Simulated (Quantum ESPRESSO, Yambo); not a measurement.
# AgBr (Bromargyrite): G0W0 with Yambo, start to end, part 2 of 3

Wanted: ground state, empty states, screening and self-energy for AgBr (Bromargyrite).

Quantum ESPRESSO 7.5 and Yambo 5.3.0; PBE and many-body steps on it, plane waves. Known limits of the many-body steps: not at the basis limit; d shell near the gap, gap tends to lie low; no spin-orbit coupling; coarse k mesh.

So far. Step 2 (Ground state): The gap is indirect, with the least direct gap 1.87 eV higher. Step 3 (Bands along the symmetry lines): The gap is 0.676 eV, as in the run before at this level.

## (4) Empty states on the mesh, 4×4×4 mesh, 127 bands

Level of this step: DFT, PBE, plane waves, norm-conserving pseudopotentials (Quantum ESPRESSO).

The sums over transitions need many empty states on a uniform mesh; this step solves for them.

Input file pw.in:

```
&control
  calculation = 'nscf'
  prefix = 'x'
  outdir = 'o'
  pseudo_dir = 'pseudo'
/
&system
  ibrav = 0
  nat = 2
  ntyp = 2
  ecutwfc = 76.0
  nbnd = 127
  force_symmorphic = .true.
/
&electrons
  conv_thr = 1e-9
  electron_maxstep = 80
  diago_full_acc = .true.
  diago_thr_init = 5e-6
/
ATOMIC_SPECIES
  Ag 107.87 Ag.upf
  Br 79.904 Br.upf
CELL_PARAMETERS angstrom
  0.0000000000 2.8872500000 2.8872500000
  2.8872500000 0.0000000000 2.8872500000
  2.8872500000 2.8872500000 0.0000000000
ATOMIC_POSITIONS crystal
  Ag 0.0000000000 0.0000000000 0.0000000000
  Br 0.5000000000 0.5000000000 0.5000000000
K_POINTS automatic
  4 4 4 0 0 0
```

Command:

```bash
$ OMP_NUM_THREADS=1 mpirun -n 4 pw.x -nk 4 -in pw.in > pw.out
```

Log:

```text
[banner, memory and clock lines left out]
Program PWSCF v.7.5 starts

     Atomic positions and unit cell read from directory:
     o/x.save/

     Message from routine setup:
     using ibrav=0 with symmetry is DISCOURAGED, use correct ibrav instead

     G-vector sticks info

     bravais-lattice index     =            0
     lattice parameter (alat)  =       7.7161  a.u.
     unit-cell volume          =     324.8477 (a.u.)^3
     number of atoms/cell      =            2
     number of atomic types    =            2
     number of electrons       =        36.00
     number of Kohn-Sham states=          127
     kinetic-energy cutoff     =      76.0000  Ry
     charge density cutoff     =     304.0000  Ry
     Exchange-correlation= PBE
                           (   1   4   3   4   0   0   0)

     celldm(1)=   7.716107  celldm(2)=   0.000000  celldm(3)=   0.000000
     celldm(4)=   0.000000  celldm(5)=   0.000000  celldm(6)=   0.000000

     crystal axes: (cart. coord. in units of alat)
               a(1) = (   0.000000   0.707107   0.707107 )
               a(2) = (   0.707107   0.000000   0.707107 )
               a(3) = (   0.707107   0.707107   0.000000 )

     reciprocal axes: (cart. coord. in units 2 pi/alat)
               b(1) = ( -0.707107  0.707107  0.707107 )
               b(2) = (  0.707107 -0.707107  0.707107 )
               b(3) = (  0.707107  0.707107 -0.707107 )
     Pseudo is Norm-conserving + core correction, Zval = 19.0
     Generated using ONCVPSP code by D. R. Hamann
     Using radial grid of 1538 points,  6 beta functions with:
     Pseudo is Norm-conserving + core correction, Zval = 17.0
     Generated using ONCVPSP code by D. R. Hamann
     Using radial grid of 1098 points,  6 beta functions with:
     Ag               19.00   107.87000     Ag( 1.00)
     Br               17.00    79.90400     Br( 1.00)

     48 Sym. Ops., with inversion, found

   Cartesian axes

     site n.     atom                  positions (alat units)
         1        Ag     tau(   1) = (   0.0000000   0.0000000   0.0000000  )
         2        Br     tau(   2) = (   0.7071068   0.7071068   0.7071068  )

     number of k points=     8
                       cart. coord. in units 2pi/alat
        k(    1) = (   0.0000000   0.0000000   0.0000000), wk =   0.0312500
        k(    2) = (   0.1767767   0.1767767  -0.1767767), wk =   0.2500000
        k(    3) = (  -0.3535534  -0.3535534   0.3535534), wk =   0.1250000
[...]
k(    7) = (  -0.7071068   0.0000000   0.0000000), wk =   0.0937500
        k(    8) = (  -0.7071068   0.3535534   0.0000000), wk =   0.1875000

     Dense  grid:    29123 G-vectors     FFT dimensions: (  45,  45,  45)

     The potential is recalculated from file :
     o/x.save/charge-density

     Starting wfcs are   19 randomized atomic wfcs +  108 random wfcs

     Band Structure Calculation

     End of band structure calculation

          k = 0.0000 0.0000 0.0000 (  3695 PWs)   bands (ev):

   -80.6914 -51.2099 -51.2099 -51.2095 -51.2095 -51.2095 -44.2126 -44.2126
   -44.2126  -5.5764   6.6719   6.6719   6.6719   6.6726   6.6726   7.5251
     7.5251   7.5251  10.0695  19.3263  19.3263  19.3263  20.6109  21.1269
[...]
[... 4 further rows ...]
[...]
95.1618  97.2213  97.2213  97.2213  98.5735  98.5735  98.5735

          k = 0.1768 0.1768-0.1768 (  3647 PWs)   bands (ev):

[...]
[... 4 further rows ...]
[...]
98.5011 100.1631 100.8264 100.8264 100.9484 102.3110 102.3111

          k =-0.3536-0.3536 0.3536 (  3648 PWs)   bands (ev):

[...]
66.0470  66.8333  67.2346  67.8987  68.3265  68.3265  70.0729  70.0729
     [... 4 further rows ...]
    95.2576  95.3623  95.4875  95.4875  96.9236  96.9236  97.4245  97.4245
    98.2238  98.2238  98.8379  99.1181  99.6655 100.1354 101.9181

          k = 0.3536 0.0000 0.0000 (  3615 PWs)   bands (ev):

     [... further k-points ...]

     highest occupied, lowest unoccupied level (ev):     9.3930   10.0695

     XML data file, pseudopotentials, collected wavefunctions
```

Elapsed: 8.3 s, on 4 MPI ranks of Arm Neoverse V1, shared host; peak memory 0.35 GiB; 33 s of CPU time.

This step gave:

```
gap                                                           : 0.6765 eV
k of the valence top                                          : 0, 0, -0.5
k of the conduction bottom                                    : 0, 0, 0
least direct gap                                              : 2.544 eV
k points computed                                             : 8
lowest point of the top converged band, above the valence top : 89.1805 eV
```

On this mesh the gap is 0.676 eV.

## (5) Conversion and set-up

This step: Yambo 5.3.0; conversion and set-up on PBE, plane waves, norm-conserving pseudopotentials.

The states are converted to the many-body program's format and the q mesh is built.

Command:

```bash
$ (cd o/x.save; p2y > p2y.log; mv SAVE ../..); yambo > setup.log
```

Log:

```text
 Yambo, version 5.3.0

 [02] CORE Variables Setup
 =========================

  [02.01] Unit cells
  ==================

  Cell kind             :  FCC
  Atoms in the cell     :  Ag  Br
  number of Ag atoms    :  1
  number of Br atoms    :  1

  List of atomic masses
  Mass of Ag    :  107.8700
  Mass of Br    :  79.90400

  List of atomic coordinates    : [cc]
  Ag1       :  0.000000  0.000000  0.000000  order 1
  Br1       :  5.456112  5.456112  5.456112  order 2

  Alat factors          :  5.456112  5.456112  5.456112 [a.u.]
  Direct lattice volume :  324.8477 [a.u.]
  Direct lattice vectors:  A[ 1 ]  A[ 2 ]  A[ 3 ]
   A[ 1 ]:  0.000000  1.000000  1.000000  [iru]
   0.000000  5.456112  5.456112  [cc]
   A[ 2 ]:  1.000000  0.000000  1.000000  [iru]
   5.456112  0.000000  5.456112  [cc]
   A[ 3 ]:  1.000000  1.000000  0.000000  [iru]
   5.456112  5.456112  0.000000  [cc]

  Recip. lattice volume :  0.763589 [a.u.]
  Recip. lattice vectors:  B[ 1 ]  B[ 2 ]  B[ 3 ]
   B[ 1 ]: -0.500000  0.500000  0.500000  [iku]
  -0.575793  0.575793  0.575793  [cc]
   B[ 2 ]:  0.500000 -0.500000  0.500000  [iku]
   0.575793 -0.575793  0.575793  [cc]
   B[ 3 ]:  0.500000  0.500000 -0.500000  [iku]
   0.575793  0.575793 -0.575793  [cc]

  [02.02] Symmetries
  ==================

  Inversion symmetry    : yes
  Spatial inversion     : yes
  Inversion index       :  25
  K-space Time-reversal : no
  Magnetic symmetries   : no
  Group table correct   : yes
  Symmetries units      :  [cc]

   [S  1]:   1.0000     -0.31888E-16 -0.31888E-16 -0.31888E-16   1.0000      0.31888E-16  0.31888E-16  0.31888E-16   1.0000
   [S  2]:  -1.0000      0.31888E-16 -0.31888E-16  0.31888E-16  -1.0000      0.31888E-16 -0.31888E-16 -0.31888E-16   1.0000
   [S  3]:  -1.0000     -0.31888E-16  0.31888E-16  0.31888E-16   1.0000     -0.31888E-16 -0.31888E-16  0.31888E-16  -1.0000
[...]
[... 36 further rows ...]
   [S 47]: -0.31888E-16   1.0000      0.31888E-16  0.31888E-16 -0.31888E-16  -1.0000       1.0000      0.31888E-16 -0.31888E-16
   [S 48]: -0.31888E-16  -1.0000     -0.31888E-16  0.31888E-16  0.31888E-16   1.0000       1.0000     -0.31888E-16  0.31888E-16

  [02.03] Reciprocal space
  ========================

  nG shells         :  309
  nG charge         :  29123
  nG WFs            :   4439
  nC WFs            :   3695
  G-vecs. in first 30 shells:  [ Number ]
     1    9   15   27   51   59   65   89  113
    137   169   181   229   259   283   307   331   339
    387   411   459   531   537   561   609   645   701
    725   749   821
  ...
  Shell energy in first 30 shells:  [ mHa ]
    0.00000      497.307      663.076      1326.15      1823.46      1989.23      2652.30      3149.61      3315.38
    3978.46      4475.76      5304.61      5801.91      5967.68      6630.76      7128.07      7293.83      7956.91
[...]
BZ  K-points                                      :   64

  K/Q-points units:
  rlu = crystal or reduced units; cc = cartesian coordinates; iku = interal k-units

  K [1]          [rlu]:  0.000000  0.000000  0.000000
         WF components:   3695
  K [2]          [rlu]:  0.50833E-17  0.50833E-17  0.25000
         WF components:   3647
  K [3]          [rlu]: -0.10167E-16 -0.10167E-16 -0.50000
         WF components:   3648
  K [4]          [rlu]:  0.37208E-17  0.25000      0.25000
         WF components:   3615
  K [5]          [rlu]:  0.15450E-17  0.25000     -0.50000
         WF components:   3637
  [... 2 further k-points ...]
  K [8]          [rlu]:  0.250000 -0.500000 -0.250000
         WF components:   3636

  [02.05] Energies & Occupations
  ==============================

  [X] === General ===
  [X] Electronic Temperature                        :  0.000000  0.000000 [eV K]
  [X] Bosonic    Temperature                        :  0.000000  0.000000 [eV K]
  [X] Finite Temperature mode                       : no
  [X] El. density                                   :  0.74786E+24 [cm-3]
  [X] Fermi Level                                   :  9.392987 [eV]

  [X] === Gaps and Widths ===
  [X] Conduction Band Min                           :  0.676466 [eV]
  [X] Valence Band Max                              :  0.000000 [eV]
  [X] Filled Bands                                  :  18
  [X] Empty Bands                                   :   19  127
  [X] Direct Gap                                    :  2.544364 [eV]
  [X] Direct Gap localized at k                     :  1
  [X] Indirect Gap                                  :  0.676466 [eV]
  [X] Indirect Gap between kpts                     :  3  1
  [X] Last valence band width                       :  2.238986 [eV]
  [X] 1st conduction band width                     :  4.251732 [eV]

  E @ K [1]:  [eV]
  -90.08440 -60.60284 -60.60284 -60.60251 -60.60251 -60.60251 -53.60556 -53.60556
  -53.60556 -14.96934  -2.72106  -2.72106  -2.72106  -2.72037  -2.72037  -1.86790
   -1.86790  -1.86790   0.67647   9.93330   9.93330   9.93330  11.21786  11.73395
[...]
occ @ K [1]
[...]
E @ K [2]:  [eV]
[...]
occ @ K [2]
[...]
E @ K [3]:  [eV]
[...]
occ @ K [3]
[...]
E @ K [4]:  [eV]
[...]
occ @ K [4]
[...]
E @ K [5]:  [eV]
[...]
occ @ K [5]
[...]
[... 2 further k-points ...]
  E @ K [8]:  [eV]
[...]
occ @ K [8]
[...]
0.000000  0.000000  0.000000  0.000000  0.000000  0.000000  0.000000  0.000000
   0.000000  0.000000  0.000000  0.000000  0.000000  0.000000  0.000000  0.000000

 [03] Transferred momenta grid and indexing
 ==========================================

 IBZ Q-points                                      :   8
 BZ  Q-points                                      :   64

 K/Q-points units:
 rlu = crystal or reduced units; cc = cartesian coordinates; iku = interal k-units

 Q [1]          [rlu]:  0.000000  0.000000  0.000000
 Q [2]          [rlu]:  0.87369E-17  0.87369E-17  0.25000
 Q [3]          [rlu]: -0.17474E-16 -0.17474E-16 -0.50000
[...]
Q [7]          [rlu]: -0.74416E-17 -0.50000     -0.50000
 Q [8]          [rlu]:  0.250000 -0.500000 -0.250000

  [03.01] X indexes
  =================

   [03.01.01] Sigma indexes
   ========================

 [06] Game Over & Game summary
```

Run time: 2.5 s. Hardware: 1 MPI rank; peak memory 0.25 GiB.

(Part 2 of 3 ends here.)

[Paths, hosts, dates, memory and timing lines, banners, echoed tables and standing remarks are left out of the program output.]

[Logs are printed without paths, hosts, clocks, repeated set-up lines and the standing remarks that a program may print on its own settings, such as how far it seeks lower states.]

[Runs of the session that timed out or met a known fault of the program may be left out.]

[Hosts, paths, dates, database ids (printed as entryN), source tags and the programs' standing remarks are cut or masked in the printed files.]
